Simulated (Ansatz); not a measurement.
# AlCo (Pm-3m) under biaxial strain in the (001) plane, part 2 of 2

Aim: how do the optical modes of AlCo (Pm-3m) shift and split under this strain?

Ansatz 0.2.0; DFT LDA, scalar-relativistic, plane waves, PAW; PAW set soft_1.

So far. Step 3 (Tight relaxation): The forces vanish by symmetry and the pressure is 0.000 GPa, within the tolerances set. The cell now holds 10.90 Å³/atom.

## Step 4: Modes at rest

The force constants come from the linear response of the density to a displacement.

The modes at rest are the reference of the series.

Contents of input.yaml:

```yaml
crystal:
  lattice:
    - [2.7933341935, 0.0, 0.0]
    - [0.0, 2.7933341935, 0.0]
    - [0.0, 0.0, 2.7933341935]
  atoms:
    - { symbol: Al, position: [0.0, 0.0, 0.0] }
    - { symbol: Co, position: [0.5, 0.5, 0.5] }
kpoints:
  mp_grid: { grid: [16, 16, 16] }
hamiltonian:
  xc: lda
  pseudopotentials: { kind: paw, azcp: { folder: soft_1 }, xc_functional: pbe }
scf:
  occupations: { method: methfessel_paxton, width: 0.2 }
output:
  eigenvalues: true
phonons:
  method: dfpt
```

The run is started by

```bash
> ansatz run input.yaml --threads 4 --pin off --max-ram 10240MiB --backend cpu --events-out ev --progress --plain --runs-dir out
```

Numbers of over 12 decimals in the logs are rounded to 6 here.

Log:

```text
[...]
Crystal: 2 atoms, lattice volume = 21.796 Å³
Basis set: ecut = 420 eV, 437 PW (Γ), exchange–correlation on 40×40×40 points (8 copies of the dense FFT grid, shifted against one another)
Bands: 14, of which v1, the nominal top of the filled ones, is band 10 counted from 1 (9 counted from 0)
Symmetry: 48 space group operations
k-points: 405 of 4096 (irreducible under 8 space group operations, time reversal used)
[...]
SCF iter   1: F=—  HF=-5577.249394 eV  |F-HF|=—  |Δ(HF+E_count)|=         —  Δρ=6.98e-2  dr2=9.39e-1  ethr=3.10e-3  ⟨swp⟩=4.1  Hψ=25925  notcnv=0
[...]
SCF iter   8: F=-5577.001083 eV  HF=-5577.001083 eV  |F-HF|=4.55e-12  |Δ(HF+E_count)|=  8.46e-11  S|Δr|=    0.00e0  Δρ=1.04e-7  dr2=1.06e-12  ethr=1.00e-12  ⟨swp⟩=5.9  Hψ=25793  notcnv=0
SCF 1 converged in 8 iterations: F = -5577.001083 eV  dr2 = 1.06e-12
[...]
DFPT response loops at Γ: preconditioner auto → Kerker (q_TF=auto, 2.689 Å⁻¹) (partly filled bands, converged f_vac=0.000); β = 1.00, the filter's whole step (`scf.mixing.beta` (0.50) is not read by the response loops under this deck's `scf.mixing.preconditioner`; to damp them name `kerker` or `kerker_dos`, under which they read `scf.mixing.beta`, and type it under 1.00, their step now; both keys bind the ground state too); Broyden in place of MSR1
SCF converged after 8 iterations
[...]
Free energy (F): -5577.001083 eV
[...]
Internal energy: -5577.002897 eV  (E = F + TS)
E sigma→0 (E₀):  -5577.001537 eV
Entropy (-TS):   0.001814 eV (0.907 meV/atom)
Fermi energy:    15.207320 eV
[...]
--- Band table (eV; the first three rows and the last of 405) ---
  k-point 0: bands = [... 6 lower, 11.9135, 14.3175, 14.3175, 14.3175, 21.4273, 21.4273, 21.4273, 24.2205]
  k-point 1: bands = [... 6 lower, 11.9358, 14.2732, 14.2732, 14.3223, 20.6645, 21.5355, 21.5355, 24.2050]
  k-point 2: bands = [... 6 lower, 12.0001, 14.1518, 14.1518, 14.3360, 19.3056, 21.8494, 21.8494, 24.1589]
  k-point 404: bands = [... 6 lower, 10.9884, 14.9497, 14.9497, 17.5848, 17.5848, 17.5848, 19.7739, 20.9398]
--- Phonons (Γ-DFPT): 2 representative perturbations + reference, on 405 of 4096 k-points (Σ response iterations 6) ---
  k mesh reduced under 8 symmetry operations, with k and −k counted as one. Each operation leaves every solved perturbation unchanged. A smaller set is not used because it would not reduce the number of displacements times k-points to solve
  ASR residual: 6.698e-6 → 0.000e0 eV/Å²; symmetrization residual: 9.187e-7 eV/Å²
  ASR residual per site (eV/Å²): 6.10e-6 6.70e-6
  Γ frequencies (cm⁻¹): 0.00 0.00 0.00 345.87 345.87 345.87
  non-analytic LO–TO correction: not included (Born effective charges unavailable; polar crystals: no LO–TO splitting at Γ)
```

Wall time 34 s (4 threads of AMD EPYC (Zen 3), shared host); peak memory 0.67 GiB; 69 s of CPU time.

The column dr2 measures how far the density is from self-consistency, as an energy; F and HF (Harris–Foulkes) agree once it is small.

Numbers from this step:

```yaml
sum_rule_residual_before_enforcement: 6.70e-6 eV/Å²
point_group: m-3m
highest_optical_mode_at_the_zone_centre_no_lo_to_term: 345.9 cm⁻¹
lowest_optical_zone_centre_mode: 345.9 cm⁻¹
```

Patterns of degenerate modes are one choice out of their space. Modes at Γ, with each element's share of the kinetic energy:

```tsv
mode	frequency (cm⁻¹)	symmetry	Al %	Co %
1	0.0	acoustic	31	69
2	0.0	acoustic	31	69
3	0.0	acoustic	31	69
4	345.9	T1u	69	31
5	345.9	T1u	69	31
6	345.9	T1u	69	31
```

Displacements in mode 5 (345.9 cm⁻¹), the largest set to 1:
```
Al1  0.00  0.00  1.00
Co2  0.00  0.00 -0.46
```

Before it was imposed, the acoustic sum rule was missed by 6.7e-6 eV/Å². Small misses are needed for a sound result but don't prove that mesh and cutoff are converged. The lowest optical mode is real, 346 cm⁻¹.

## Step 5: A member of the series: biaxial strain of +4 % in the (001) plane

The cell takes a biaxial strain of +4 % in the (001) plane. The strained lengths are held, while the rest of the cell and the atoms relax.

input.yaml, the sections that differ from step 4:

```yaml
crystal:
  lattice:
    - [2.9050675612, 0.0, 0.0]
    - [0.0, 2.9050675612, 0.0]
    - [0.0, 0.0, 2.7350171331]
  atoms:
    - { symbol: Al, position: [0.0, 0.0, 0.0] }
    - { symbol: Co, position: [0.5, 0.5, 0.5] }
output:
  forces: true
  stress: true
  eigenvalues: true
relax:
  adjacent_minimum: "off"
  f_tol: 0.001
  max_steps: 60
  cell: { stress_tol: 0.01, fix: [a, b, gamma] }
# kpoints, hamiltonian, scf: as in step 4
# phonons: removed
```

Log:

```text
[...]
Crystal: 2 atoms, lattice volume = 23.082 Å³
Basis set: ecut = 420 eV, 461 PW (Γ)
Bands: 14, of which v1, the nominal top of the filled ones, is band 10 counted from 1 (9 counted from 0)
Symmetry: 16 space group operations
[...]
k-points: 405 of 4096
[...]
k-point 404: bands = [... 6 lower, 10.3524, 13.9420, 14.1906, 16.6148, 16.6148, 16.8531, 18.3887, 19.2226]
--- Relaxed structure (4 steps of the walk, 4 accepted, 1 SCFs on fresh bases) ---
[...]
cell:  # Å, volume = 22.9466 Å³
    - [2.9050675612, 0, 0]
    - [0, 2.9050675612, 0]
    - [0, 0, 2.718980]
  atoms:
    - { symbol: Al, position: [0, 0, 0] }
    - { symbol: Co, position: [0.5, 0.5, 0.5] }
[key lines of the parts left out:]
SCF converged after 5 iterations
Free energy (F): -5576.925677 eV
Fermi energy:    14.213072 eV
P = ⅓ Tr σ = -8.9041 GPa (-89.041 kbar)
```

The job ended after 32 s (4 threads; peak memory 0.46 GiB; 80 s of CPU time).

Step by step:

```tsv
step	energy less that of the first step (eV)	largest force component (eV/Å)	pressure (GPa)	volume (Å³)
1	0.0000	0.0000	-9.98	23.08
2	-0.0009	0.0000	-9.22	22.99
3	-0.0010	0.0000	-8.89	22.95
4	-0.0010	0.0000	-8.90	22.95
5*	-0.0009	0.0000	-8.90	22.95
```

Relaxation steps marked * repeat the geometry before them on a plane-wave basis chosen anew for their cell, so energy and pressure can jump there.

Forces are held to the 16 operations that the run works with; a distortion that breaks them can't arise in this run.

```tsv
conventional cell, symmetrised	before	after	change
a (Å)	2.905	2.905	-0.0 %
b (Å)	2.905	2.905	-0.0 %
c (Å)	2.735	2.719	-0.6 %
volume (Å³/atom)	11.54	11.47	-0.6 %
```

Final coordinates:

```xyz
2
Lattice="2.9051 0.0000 0.0000 0.0000 2.9051 0.0000 0.0000 0.0000 2.7190" Properties=species:S:1:pos:R:3 pbc="T T T"
Al    0.0000    0.0000    0.0000
Co    1.4525    1.4525    1.3595
```

Numbers from this step:

- pressure: -8.904 GPa
- volume per atom: 11.47 Å³

The forces vanish by symmetry.

## Step 6: Modes of this member: biaxial strain of +4 % in the (001) plane

The zone-centre modes follow for biaxial strain of +4 % in the (001) plane.

input.yaml, the sections that differ from step 5:

```yaml
crystal:
  lattice:
    - [2.9050675612, 0.0, 0.0]
    - [0.0, 2.9050675612, 0.0]
    - [0.0, 0.0, 2.7189798968]
  atoms:
    - { symbol: Al, position: [0.0, 0.0, 0.0] }
    - { symbol: Co, position: [0.5, 0.5, 0.5] }
output:
  eigenvalues: true
phonons:
  method: dfpt
# kpoints, hamiltonian, scf: as in step 5
# relax: removed
```

Log:

```text
zone centre: on kpoints.mp_grid the ground state, and the responses unless they are solved on pairs of k-points, stand on 729 of the mesh's 4096 k-points, reduced under 8 symmetry operations, with k and −k counted as one. Each operation leaves every solved displacement unchanged or reverses it
[...]
Crystal: 2 atoms, lattice volume = 22.947 Å³
Basis set: ecut = 420 eV, 461 PW (Γ), exchange–correlation on 40×40×40 points (8 copies of the dense FFT grid, shifted against one another)
Bands: 14, of which v1, the nominal top of the filled ones, is band 10 counted from 1 (9 counted from 0)
Symmetry: 16 space group operations
k-points: 729 of 4096 (irreducible under 8 space group operations)
[...]
SCF iter   1: F=—  HF=-5577.206970 eV  |F-HF|=—  |Δ(HF+E_count)|=         —  Δρ=7.97e-2  dr2=1.32e0  ethr=3.10e-3  ⟨swp⟩=4.0  Hψ=46537  notcnv=0
[...]
SCF iter   9: F=-5576.925677 eV  HF=-5576.925677 eV  |F-HF|=2.73e-12  |Δ(HF+E_count)|=  4.73e-11  S|Δr|=    0.00e0  Δρ=5.25e-8  dr2=3.07e-13  ethr=1.00e-12  ⟨swp⟩=4.1  Hψ=47207  notcnv=0
SCF 1 converged in 9 iterations: F = -5576.925677 eV  dr2 = 3.07e-13
[...]
SCF converged after 9 iterations
[...]
Free energy (F): -5576.925677 eV
[...]
Internal energy: -5576.923609 eV  (E = F + TS)
E sigma→0 (E₀):  -5576.925160 eV
Entropy (-TS):   -0.002067 eV (-1.034 meV/atom)
Fermi energy:    14.213072 eV
[...]
--- Band table (eV; the first three rows and the last of 729) ---
  k-point 0: bands = [... 6 lower, 11.3018, 13.3018, 13.5902, 13.5902, 19.4563, 19.4563, 21.9325, 22.8683]
  k-point 1: bands = [... 6 lower, 11.3117, 13.3082, 13.5341, 13.5341, 19.5751, 19.5751, 20.8524, 22.8657]
  k-point 2: bands = [... 6 lower, 11.3257, 13.3264, 13.3824, 13.3824, 19.2980, 19.9154, 19.9154, 22.8579]
  k-point 728: bands = [... 6 lower, 10.3524, 13.9420, 14.1906, 16.6148, 16.6148, 16.8531, 18.3887, 19.2226]
[...]
ASR residual: 1.433e-5 → 0.000e0 eV/Å²; symmetrization residual: 2.190e-6 eV/Å²
  ASR residual per site (eV/Å²): 1.43e-5 1.25e-5
  Γ frequencies (cm⁻¹): 0.00 0.00 0.00 311.12 311.12 313.34
[...]
```

Run time: 1.9 min. Hardware: 4 threads; peak memory 0.99 GiB; 3.5 min of CPU time.

This step gave:

| Item | Value |
| --- | --- |
| sum-rule residual before enforcement | 1.43e-5 eV/Å² |
| point group | 4/mmm |
| highest optical mode at the zone centre (no LO-TO term) | 313.3 cm⁻¹ |
| lowest optical zone-centre mode | 311.1 cm⁻¹ |

Patterns of degenerate modes are one choice out of their space. Modes at Γ, with each element's share of the kinetic energy:

```tsv
mode	frequency (cm⁻¹)	symmetry	Al %	Co %
1	0.0	acoustic	31	69
2	0.0	acoustic	31	69
3	0.0	acoustic	31	69
4	311.1	Eu	69	31
5	311.1	Eu	69	31
6	313.3	A2u	69	31
```

The lowest optical mode is real, 311 cm⁻¹, and the highest lies at 313.3 cm⁻¹.

Between step 4 and this run (strain 4 %) the value for the highest optical mode at the zone centre (no LO-TO term) moves from 346 cm⁻¹ to 313 cm⁻¹ (-9 %).

## Step 7: Relaxation of a member: biaxial strain of -4 % in the (001) plane

The cell takes a biaxial strain of -4 % in the (001) plane. The strained lengths are held, while the rest of the cell and the atoms relax.

input.yaml, the sections that differ from step 6:

```yaml
crystal:
  lattice:
    - [2.6816008259, 0.0, 0.0]
    - [0.0, 2.6816008259, 0.0]
    - [0.0, 0.0, 2.8911833711]
  atoms:
    - { symbol: Al, position: [0.0, 0.0, 0.0] }
    - { symbol: Co, position: [0.5, 0.5, 0.5] }
output:
  forces: true
  stress: true
  eigenvalues: true
relax:
  adjacent_minimum: "off"
  f_tol: 0.001
  max_steps: 60
  cell: { stress_tol: 0.01, fix: [a, b, gamma] }
# kpoints, hamiltonian, scf: as in step 6
# phonons: removed
```

Log:

```text
[...]
Crystal: 2 atoms, lattice volume = 20.790 Å³
Basis set: ecut = 420 eV, 405 PW (Γ)
Bands: 14, of which v1, the nominal top of the filled ones, is band 10 counted from 1 (9 counted from 0)
Symmetry: 16 space group operations
[...]
k-points: 405 of 4096
[...]
k-point 404: bands = [... 6 lower, 11.4789, 15.4164, 15.7895, 18.0033, 18.3813, 18.3813, 20.7674, 21.4037]
--- Relaxed structure (5 steps of the walk, 5 accepted, 2 SCFs on fresh bases) ---
[...]
cell:  # Å, volume = 21.0683 Å³
    - [2.6816008259, 0, 0]
    - [0, 2.6816008259, 0]
    - [0, 0, 2.929821]
  atoms:
    - { symbol: Al, position: [0, 0, 0] }
    - { symbol: Co, position: [0.5, 0.5, 0.5] }
[key lines of the parts left out:]
SCF converged after 4 iterations
Free energy (F): -5576.930177 eV
Fermi energy:    15.622922 eV
P = ⅓ Tr σ = 8.6862 GPa (86.862 kbar)
```

The job ended after 67 s (4 threads; peak memory 0.45 GiB).

Relaxation path:

```tsv
step	energy less that of the first step (eV)	largest force component (eV/Å)	pressure (GPa)	volume (Å³)
1	0.0000	0.0000	11.73	20.79
2	-0.0021	0.0000	10.44	20.90
3	-0.0031	0.0000	8.79	21.06
4	-0.0031	0.0000	8.70	21.07
5*	-0.0032	0.0000	8.70	21.07
6	-0.0032	0.0000	8.69	21.07
7*	-0.0032	0.0000	8.69	21.07
```

Relaxation steps marked * repeat the geometry before them on a plane-wave basis chosen anew for their cell, so energy and pressure can jump there.

The run keeps the 16 symmetry operations that it works with, so distortions that break them were not tested.

```tsv
conventional cell, symmetrised	before	after	change
a (Å)	2.682	2.682	+0.0 %
b (Å)	2.682	2.682	+0.0 %
c (Å)	2.891	2.930	+1.3 %
volume (Å³/atom)	10.40	10.53	+1.3 %
```

Final coordinates:

```cif
data_structure
_symmetry_space_group_name_H-M 'P 1'
_symmetry_Int_Tables_number 1
_cell_length_a 2.6816
_cell_length_b 2.6816
_cell_length_c 2.9298
_cell_angle_alpha 90.000
_cell_angle_beta 90.000
_cell_angle_gamma 90.000
_cell_volume 21.07
loop_
_atom_site_label
_atom_site_type_symbol
_atom_site_fract_x
_atom_site_fract_y
_atom_site_fract_z
_atom_site_occupancy
Al1 Al 0.00000 0.00000 0.00000 1
Co2 Co 0.50000 0.50000 0.50000 1
```

This step gave:

```
pressure        : 8.686 GPa
volume per atom : 10.53 Å³
```

The forces vanish by symmetry.

The cell grew by 1.3 % in volume.

## Step 8: Modes of this member: biaxial strain of -4 % in the (001) plane

The zone-centre modes follow for biaxial strain of -4 % in the (001) plane.

input.yaml, the sections that differ from step 7:

```yaml
crystal:
  lattice:
    - [2.6816008259, 0.0, 0.0]
    - [0.0, 2.6816008259, 0.0]
    - [0.0, 0.0, 2.929820662]
  atoms:
    - { symbol: Al, position: [0.0, 0.0, 0.0] }
    - { symbol: Co, position: [0.5, 0.5, 0.5] }
output:
  eigenvalues: true
phonons:
  method: dfpt
# kpoints, hamiltonian, scf: as in step 7
# relax: removed
```

Log:

```text
[...]
Crystal: 2 atoms, lattice volume = 21.068 Å³
Basis set: ecut = 420 eV, 405 PW (Γ), exchange–correlation on 36×36×40 points (8 copies of the dense FFT grid, shifted against one another)
Bands: 14, of which v1, the nominal top of the filled ones, is band 10 counted from 1 (9 counted from 0)
Symmetry: 16 space group operations
k-points: 729 of 4096 (irreducible under 8 space group operations)
[...]
k-point 2: bands = [... 6 lower, 12.5298, 14.7176, 14.7176, 15.1919, 18.5384, 23.7770, 23.7770, 25.1355]
  k-point 728: bands = [... 6 lower, 11.4789, 15.4164, 15.7895, 18.0033, 18.3813, 18.3813, 20.7674, 21.4037]
[...]
ASR residual: 5.403e-6 → 0.000e0 eV/Å²; symmetrization residual: 1.163e-7 eV/Å²
  ASR residual per site (eV/Å²): 7.29e-7 5.40e-6
  Γ frequencies (cm⁻¹): 0.00 0.00 0.00 358.81 358.81 371.00
[...]
[key lines of the parts left out:]
SCF converged after 10 iterations
Free energy (F): -5576.930177 eV
Fermi energy:    15.622921 eV
```

The job ended after 1.7 min (4 threads; peak memory 0.93 GiB).

Numbers from this step:

```
sum-rule residual before enforcement                    : 5.40e-6 eV/Å²
highest optical mode at the zone centre (no LO-TO term) : 371 cm⁻¹
lowest optical zone-centre mode                         : 358.8 cm⁻¹
```

Patterns of degenerate modes are one choice out of their space. The modes at Γ (shares of kinetic energy by element, %):

```tsv
mode	frequency (cm⁻¹)	symmetry	Al %	Co %
1	0.0	acoustic	31	69
2	0.0	acoustic	31	69
3	0.0	acoustic	31	69
4	358.8	Eu	69	31
5	358.8	Eu	69	31
6	371.0	A2u	69	31
```

The lowest optical mode is real, 359 cm⁻¹, and the highest lies at 371.0 cm⁻¹.

Between step 4 and this run (strain -4 %) the value for the highest optical mode at the zone centre (no LO-TO term) moves from 346 cm⁻¹ to 371 cm⁻¹ (+7 %).

## Step 9: All members side by side

The members are set side by side, also those not shown above.

Stress is positive in compression; energies are extrapolated to zero smearing, and E0 is that at rest; the edges not held and the atoms are relaxed in each cell; all runs use 16×16×16 k points and Methfessel-Paxton smearing of 0.2 eV. State of the crystal along the series:

```tsv
strain (%)	in-plane stress (GPa)	free strain along [001] (%)	E - E0 (meV/atom)
-4	13.03	4.886	35.87
-3	9.72	3.503	20.29
-2	6.463	2.22	9.222
-1	3.257	1.032	2.37
0	3.14e-4	0	0
1	-3.519	-0.7937	2.488
2	-7.002	-1.468	9.851
3	-10.29	-2.088	21.83
4	-13.35	-2.662	38.19
```

Optical modes are counted from below at rest and tracked from member to member by their patterns, and modes that stay within 0.3 cm⁻¹ of each other stand once; labels, where given, are those at rest; the edges not held and the atoms are relaxed in each cell; all runs use 16×16×16 k points and Methfessel-Paxton smearing of 0.2 eV. Optical modes along the series:

```tsv
strain (%)	optical mode 1 T1u, singlet (cm⁻¹)	optical mode 2 T1u, doublet (cm⁻¹)
-4	371	358.8
-3	365.4	357.5
-2	359.4	354.9
-1	353	351.2
0	345.9	345.9
1	337.9	338.4
2	329.7	329.8
3	321.5	320.7
4	313.3	311.1
```

Value and slope at zero strain of a cubic (a lower polynomial where under five rows exist) through the rows within 2 % of rest. Slopes at rest:

```tsv
mode	frequency (cm⁻¹)	shift per percent of strain (cm⁻¹)	shift per GPa of compressive stress (cm⁻¹)
optical mode 1 T1u, singlet	345.8	-7.58	2.23
optical mode 2 T1u, doublet	345.7	-6.43	1.89
```

## Step 10: Outcome

* members: 9
* highest optical mode at the zone centre (no LO-TO term), at rest: 345.9 cm⁻¹
* biaxial modulus in the (001) plane: 340 GPa
* optical mode 1 T1u, singlet, shift per percent: -7.58 cm⁻¹
* optical mode 2 T1u, doublet, shift per percent: -6.43 cm⁻¹

The stress changes by 3.40 GPa for each percent, a biaxial modulus of 340 GPa in the (001) plane. For each percent the free edge responds with -0.91 %. The strain lowers the symmetry: the level at 345.9 cm⁻¹ splits, into 371.0 and 358.8 cm⁻¹ at -4 %. Within 2 % of rest optical mode 2 T1u, doublet bends away from a straight line, so a single slope holds only near rest. The fastest shift in the table of slopes is -7.6 cm⁻¹ for each percent (optical mode 1 T1u, singlet), or 2.2 cm⁻¹ for each GPa of compressive stress. For small strain, the measured shift of a line that Raman or infrared light can see, divided by its slope, estimates the stress, if the state of stress is of this kind. These are harmonic frequencies at zero temperature: anharmonic shifts, linewidths and thermal expansion are left out. With no gap, or one that is small against the smearing, the frequencies hang on the k mesh and the smearing, most of all near Kohn anomalies. The runs are without spin polarisation, although Co often carries a moment. The PAW files were made for PBE; the program adapts parts of them to the functional of the run, but their partial waves stay those of PBE, an approximation that was not tested in this session. Only the zone centre was solved, so an instability at another wavevector cannot show here.

[Logs are printed without paths, hosts, clocks, repeated set-up lines and the standing remarks that a program may print on its own settings, such as how far it seeks lower states.]

[Hosts, paths, dates, database ids (printed as entryN), source tags and the programs' standing remarks are cut or masked in the printed files.]
